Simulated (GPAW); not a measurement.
# InAs (F-43m) in GPAW: a series of runs, part 2 of 2

GPAW 26.7.0. Earlier steps stand in the parts before.

### Step 5. Equation of state, PBEsol+D3(BJ)

Input file run.py:

```python
from ase.calculators.mixing import SumCalculator
from ase.eos import EquationOfState
from ase.io import Trajectory, read
from ase.units import GPa
from dftd3.ase import DFTD3
from gpaw import GPAW, PW, setup_paths

setup_paths.insert(0, '.')

atoms = read('InAs.cif')

traj = Trajectory('eos.traj', 'w')
volumes, energies = [], []
for x in [0.94, 0.96, 0.98, 1.0, 1.02, 1.04, 1.06]:
    a = atoms.copy()
    a.set_cell(atoms.cell * x**(1 / 3), scale_atoms=True)
    calc = GPAW(mode=PW(600),
                xc='PBEsol',
                kpts={'size': (6, 6, 6), 'gamma': True},
                occupations={'name': 'fermi-dirac', 'width': 0.05},
                nbands=18,
                convergence={'density': 1e-05, 'energy': 1e-05},
                maxiter=150,
                txt=f'eos-{x:.2f}.txt')
    a.calc = SumCalculator([calc, DFTD3(method='pbesol', damping='d3bj')])
    energies.append(a.get_potential_energy())
    volumes.append(a.get_volume())
    p = -a.get_stress()[:3].mean() / GPa
    calc.write(f'eos-{x:.2f}.gpw')
    traj.write(a)
    print(f'{x:.2f} {volumes[-1]:10.4f} A^3 {energies[-1]:14.6f} eV {p:9.3f} GPa', flush=True)

v0, e0, B = EquationOfState(volumes, energies, eos='birchmurnaghan').fit()
print(f'V0 = {v0:.4f} A^3, E0 = {e0:.6f} eV, B0 = {B / GPa:.2f} GPa')
```

Input file InAs.cif:

```cif
data_InAs
_cell_length_a 4.26809653
_cell_length_b 4.26809653
_cell_length_c 4.26809653
_cell_angle_alpha 60.00000000
_cell_angle_beta 60.00000000
_cell_angle_gamma 60.00000000
_space_group_name_H-M_alt 'P1'
_space_group_name_Hall 'P 1'
_space_group_IT_number 1
loop_
_space_group_symop_operation_xyz
'x,y,z'
loop_
_atom_site_label
_atom_site_type_symbol
_atom_site_symmetry_multiplicity
_atom_site_Wyckoff_symbol
_atom_site_fract_x
_atom_site_fract_y
_atom_site_fract_z
_atom_site_occupancy
In1 In 1 a 0.0000000000 0.0000000000 0.0000000000 1
As1 As 1 a 0.7500000000 0.7500000000 0.7500000000 1
```

Potentials or basis: PAW data sets generated in the run's folder for this functional, pw.

The run is started by

```console
> gpaw-setup -f PBEsol As In
> OMP_NUM_THREADS=1 python run.py
```

Standard output:

```text
__  _  _
 | _ |_)|_||  |
 |__||  | ||/\| - 26.7.0

Input parameters:
  mode=PW(ecut=600.0),
  convergence={'density': 1e-05, 'energy': 1e-05},
  kpts=MonkhorstPack(size=(6, 6, 6), gamma=True),
  maxiter=150,
  nbands=18,
  occupations=Occupations(name='fermi-dirac', width=0.05),
  xc=XC(name='PBEsol')

Diagonalizing LCAO Hamiltonian
Converting LCAO to pw mode

                         As

       In

Atoms  # Å, Bohr magnetons
|   | symbol |        x |        y |        z |    initial magnetic moments |
|---|--------|----------|----------|----------|-----------------------------|
| 0 |     In | 0.000000 | 0.000000 | 0.000000 | ( 0.0000,  0.0000,  0.0000) |
| 1 |     As | 6.315619 | 3.646324 | 2.578341 | ( 0.0000,  0.0000,  0.0000) |

Unit cell  # Å
| periodic |        x |        y |        z |  lengths |    angles |
|----------|----------|----------|----------|----------|-----------|
|      yes | 4.210412 | 0.000000 | 0.000000 | 4.210412 | 60.000000 |
|      yes | 2.105206 | 3.646324 | 0.000000 | 4.210412 | 60.000000 |
|      yes | 2.105206 | 1.215441 | 3.437787 | 4.210412 | 60.000000 |

Number of symmetries: 24
Symmetry operations  # r_c * U_cc + t_c -> r_c
|    | kind |            matrix            |
|----|------|------------------------------|
|  0 |  E   |  1, 0, 0,  0, 1, 0,  0, 0, 1 |
|  1 |  σ   |  1, 0, 0,  0, 0, 1,  0, 1, 0 |
|  2 |  σ   |  1, 0,-1,  0, 1,-1,  0, 0,-1 |
|  3 |  C3  |  1, 0,-1,  0, 0,-1,  0, 1,-1 |
|  4 |  C3  |  1,-1, 0,  0,-1, 1,  0,-1, 0 |
|  5 |  σ   |  1,-1, 0,  0,-1, 0,  0,-1, 1 |
|  6 |  σ   |  0, 1, 0,  1, 0, 0,  0, 0, 1 |
|  7 |  C3  |  0, 1, 0,  0, 0, 1,  1, 0, 0 |
|  8 |  C2  |  0, 1,-1,  1, 0,-1,  0, 0,-1 |
|  9 |  S4  |  0, 1,-1,  0, 0,-1,  1, 0,-1 |
| 10 |  C3  |  0, 0, 1,  1, 0, 0,  0, 1, 0 |
| 11 |  σ   |  0, 0, 1,  0, 1, 0,  1, 0, 0 |
| 12 |  S4  |  0, 0,-1,  1, 0,-1,  0, 1,-1 |
| 13 |  C3  |  0, 0,-1,  0, 1,-1,  1, 0,-1 |
| 14 |  S4  |  0,-1, 1,  1,-1, 0,  0,-1, 0 |
| 15 |  C2  |  0,-1, 1,  0,-1, 0,  1,-1, 0 |
| 16 |  C3  |  0,-1, 0,  1,-1, 0,  0,-1, 1 |
| 17 |  S4  |  0,-1, 0,  0,-1, 1,  1,-1, 0 |
| 18 |  S4  | -1, 1, 0, -1, 0, 1, -1, 0, 0 |
| 19 |  C3  | -1, 1, 0, -1, 0, 0, -1, 0, 1 |
| 20 |  C3  | -1, 0, 1, -1, 1, 0, -1, 0, 0 |
| 21 |  S4  | -1, 0, 1, -1, 0, 0, -1, 1, 0 |
| 22 |  σ   | -1, 0, 0, -1, 1, 0, -1, 0, 1 |
| 23 |  C2  | -1, 0, 0, -1, 0, 1, -1, 1, 0 |

BZ-sampling:
  Number of BZ points: 216
  Number of IBZ points: 16

  Monkhorst-Pack size: [6, 6, 6]
  Monkhorst-Pack shift: [0.08333333333333333, 0.08333333333333333, 0.08333333333333333]

K-points  # in reciprocal-cell coordinates
|     |                                coordinates |     weight |
|-----|--------------------------------------------|------------|
[... 64 lines left out ...]
    Z:       33.0
    valence: 5
    core:    28
    charge:  0.0  # [|e|]
    compensation charges:
      type: gauss
      rc: 0.33  # [Å]
      lmax: 2
    cutoffs:
      filter: 1.87  # [Å]
      core: 2.96  # [Å]
    projectors
    | kind |    occ | energy [eV] | rcut [Å] |
    |------|--------|-------------|----------|
    |   4s |  2.000 |     -14.495 |    1.058 |
    |   4p |  3.000 |      -5.197 |    1.058 |
    |    s |        |      12.716 |    1.058 |
    |    p |        |      22.014 |    1.058 |
    |    d |        |       0.000 |    1.058 |

    Using partial waves for As as LCAO basis

Reference energy: -221362.052302  # eV

eigensolver:
  PPCG
  Converge bands: occupied
  niter=2

density mixing:
  MSR1-Mixer
  Pratt-step length: 0.05
  Maximum mixing coefficient: 0.75
  Old densities: 10
  SVD Regularization: 0.005
  Good broyden scale: 1.0
  Trust region scale: 1.0
  Backstep threshold: 4.0
  History deletion threshold: 6.0
  Fourier metric: weight=20.0, sigma=0.015

occupation numbers:
  Fermi-Dirac:
    width: 0.0500  # eV

poisson solver:
  ecut: 4800.0  # eV

xc functional:
  name: PBEsol with 2 nearest neighbor stencil

convergence criteria:
- Maximum integral of absolute [dens]ity change: 1e-05 electrons / valence electron
- Maximum [total energy] change in last 3 cyles: 1e-05 eV / valence electron
- Maximum integral of absolute [eigenst]ate change: 4e-08 eV^2 / valence electron
maximum number of iterations: 150

SCF iterations
|iter     | |      energy | eigst |  dens |
|---------|-|-------------|-------|-------|
|iter:   1| |   -8.901807 | -0.32 |       |
|iter:   2| |   -8.855576 | -2.36 | -1.18 |
|iter:   3| |   -8.663462 | -1.96 | -1.22 |
|iter:   4| |   -8.662139 | -3.37 | -1.83 |
|iter:   5| |   -8.662007 | -4.23 | -2.37 |
|iter:   6| |   -8.662029c| -5.73 | -3.16 |
|iter:   7| |   -8.662031c| -6.60 | -3.63 |
|iter:   8| |   -8.662031c| -8.21c| -4.65 |
|iter:   9| |   -8.662031c| -8.57c| -5.32c|

Converged in 9 steps
Energy contributions relative to reference atoms: (reference = -221362.052302)

Energy contributions:
  Kinetic:          28.397200
  Coulomb:         -25.722945
  Zero:              0.129569
  External:          0.000000
  Xc:              -11.465335
  Entropy:          -0.001041
  Spinorbit:         0.000000
  ----------------------------
  Free energy:      -8.662552
  Extrapolated:     -8.662031

dipole moment: (-23.805970, -13.744383, -9.718747)  # |e|*Ang

Fermi level: 5.261
Eigenvalues  # (at kpt = [0.000, 0.000, 0.000])
| band index |      eig [eV] | occ [0-2] |
|------------|---------------|-----------|
|          0 |        -9.152 |     2.000 |
|        ... |               |           |
|          2 |        -9.152 |     2.000 |
|          3 |        -9.003 |     2.000 |
|          4 |        -9.003 |     2.000 |
|          5 |        -6.987 |     2.000 |
|          6 |         5.167 |     1.734 |
|          7 |         5.215 |     1.426 |
[... 8 lines left out ...]
|         16 |        15.651 |     0.000 |
|         17 |        15.651 |     0.000 |

No gap
No difference between direct/indirect transitions

Stress tensor  # eV/Ang^3
|         x |         y |         z |
|-----------|-----------|-----------|
| -0.026083 |  0.000000 | -0.000000 |
|  0.000000 | -0.026083 |  0.000000 |
|  0.000000 |  0.000000 | -0.026083 |

# Writing to eos-0.96.gpw (mode='')
```

stdout:

```text
0.94    51.6792 A^3      -9.301744 eV     3.740 GPa
0.96    52.7787 A^3      -9.322228 eV     2.198 GPa
0.98    53.8783 A^3      -9.332724 eV     0.802 GPa
1.00    54.9778 A^3      -9.334047 eV    -0.455 GPa
1.02    56.0774 A^3      -9.327231 eV    -1.576 GPa
1.04    57.1770 A^3      -9.313120 eV    -2.576 GPa
1.06    58.2765 A^3      -9.292542 eV    -3.466 GPa
V0 = 54.5958 A^3, E0 = -9.334533 eV, B0 = 61.07 GPa
```

It took 84 s on 1 thread of Intel Xeon Platinum 8488C (Sapphire Rapids), shared host; peak memory 0.23 GiB.

What came out:

| Item | Value |
| --- | --- |
| Equilibrium volume | 27.30 Å³/atom |
| Bulk modulus | 61 GPa |
| Pressure derivative of the bulk modulus | 4.5 |

Energy against volume, from the lowest point:
| volume (Å³/atom) | energy (meV/atom) |
| --- | --- |
| 25.840 | 16.13 |
| 26.389 | 5.88 |
| 26.939 | 0.66 |
| 27.489 | 0.00 |
| 28.039 | 3.41 |
| 28.588 | 10.46 |
| 29.138 | 20.75 |

### Step 6. Equation of state, WC

Edit run.py of step 5 so:

```diff
@@ -1,2 +1 @@
-from ase.calculators.mixing import SumCalculator
 from ase.eos import EquationOfState
@@ -4,3 +3,2 @@
 from ase.units import GPa
-from dftd3.ase import DFTD3
 from gpaw import GPAW, PW, setup_paths
@@ -9,3 +7,3 @@
 
-atoms = read('InAs.cif')
+atoms = read('InAs.xyz')
 
@@ -17,3 +15,3 @@
     calc = GPAW(mode=PW(600),
-                xc='PBEsol',
+                xc='WC',
                 kpts={'size': (6, 6, 6), 'gamma': True},
@@ -24,4 +22,4 @@
                 txt=f'eos-{x:.2f}.txt')
-    a.calc = SumCalculator([calc, DFTD3(method='pbesol', damping='d3bj')])
-    energies.append(a.get_potential_energy())
+    a.calc = calc
+    energies.append(a.get_potential_energy(force_consistent=True))
     volumes.append(a.get_volume())
```

Input file InAs.xyz:

```xyz
2
Lattice="0.0000000000 3.0180000000 3.0180000000 3.0180000000 0.0000000000 3.0180000000 3.0180000000 3.0180000000 0.0000000000" Properties=species:S:1:pos:R:3 pbc="T T T"
In     0.0000000000      0.0000000000      0.0000000000
As     4.5270000000      4.5270000000      4.5270000000
```

Potentials or basis: PAW data sets generated in the run's folder for this functional, pw.

The run is started by

```console
> gpaw-setup -f WC As In
> OMP_NUM_THREADS=1 python run.py
```

It took 36 s on 1 thread of Intel Xeon 6975P-C (Granite Rapids), shared host; peak memory 0.24 GiB.

The run converged. Its results:

```
Equilibrium volume                      : 28.17 Å³/atom
Bulk modulus                            : 57 GPa
Pressure derivative of the bulk modulus : 4.5
```

Energy against volume, from the lowest point:
| volume (Å³/atom) | energy (meV/atom) |
| --- | --- |
| 25.840 | 39.74 |
| 26.389 | 22.26 |
| 26.939 | 10.16 |
| 27.489 | 2.90 |
| 28.039 | 0.00 |
| 28.588 | 0.99 |
| 29.138 | 5.46 |

### Step 7. Overview

```csv
task,level,potentials or basis,spin,data set,band path,band points,spin axis theta (degrees),spin axis phi (degrees),V0 of scaled cells (Å³/atom),B0 (GPa)
equation of state,PBE,"JTH PAW 2.0, PBE, pw",off,"As jth, In jth",-,-,-,-,-,-
band structure,AM05,"PAW data sets generated in the run's folder for this functional, pw","SOC, no magnetisation",-,"GXWKGLUWLK,UX",60,0,0,-,-
equation of state,PBEsol+D3(BJ),"PAW data sets generated in the run's folder for this functional, pw",off,-,-,-,-,-,27.30,61
equation of state,WC,"PAW data sets generated in the run's folder for this functional, pw",off,-,-,-,-,-,28.17,57
```

Alike in all rows: cell as given; k mesh 6 × 6 × 6; cutoff (eV) 600; smearing fermi-dirac 0.05 eV.

Caveats: the minimum lies outside the volumes run (some runs); the program truncates these outside data sets (some runs); spin-orbit coupling was added after a scalar SCF, so levels and gaps hold it while energy, forces, pressure and moments don't (some runs); this program's spin-orbit splittings come out too wide for heavy elements (some runs); this crystal is a semiconductor, whose small gap the functional closes, so the metal is an error of the method (some runs).

Total energies depend on the potentials used, so only differences within one code and one set of settings carry meaning.

### Step 8. Comparison with measurements

Step 3. Against the measured gap of InAs, 0.418 eV (direct; 4.2 K; a printed reference work, data compilation), the calculated 0.00 eV is off by -0.42 eV. The value is that of AM05, without temperature or zero-point motion. Semilocal functionals fall short of measured gaps as a rule.
